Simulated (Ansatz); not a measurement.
Al: strain energy, fitted

Al, P6_3/mmc, a = 2.790 Å, c = 4.648 Å. This isn't the element's structure at ambient conditions. Ansatz: PBEsol+D3(BJ), PAW, 420 eV, Γ-centred 24×24×12 mesh on 2 atoms, Gaussian smearing 0.10 eV; no spin polarisation. Series: shear of c along a, cell held, atoms relaxed; x is the strain in per cent (engineering shear). y is the free energy over the unstrained cell, V0 = 15.669 Å³/atom. Symmetry makes y even in x.

| x (%) | y (meV/atom) |
| --- | --- |
| 0.0 | 0.00 |
| 1.0 | 0.21 |
| 2.0 | 0.77 |
| 3.0 | 1.50 |
| 4.0 | 2.22 |
| 6.0 | ? |

Problem. Fit y = c2 x² + c4 x⁴ to the other rows, turn c2 into a modulus, and predict the missing energy.

Solution. Least squares on the rows shown. y = 0.2059 x² − 0.004211 x⁴. In eV per unit strain² c2 is 2.059; this is the shear stiffness (E = ½ C V0 γ²): 2 × 2.059 × 160.2 / (15.669) = 42 GPa. With a term in x⁶ added, the coefficient of x² becomes 0.2166, 5 % more, which shows how far this figure hangs on the form. At x = 6.0 the fit asked for gives 1.95 meV/atom. The run gave 3.82 meV/atom, so the fit is 1.87 meV/atom too low, 49 % of the span of the series, against an rms of 0.01 meV/atom on the fitted rows. The row lies outside the fitted range. With a term in x⁶ added, a fit to the same known rows predicts 4.02 meV/atom, so most of the miss is curvature that the known rows already hold.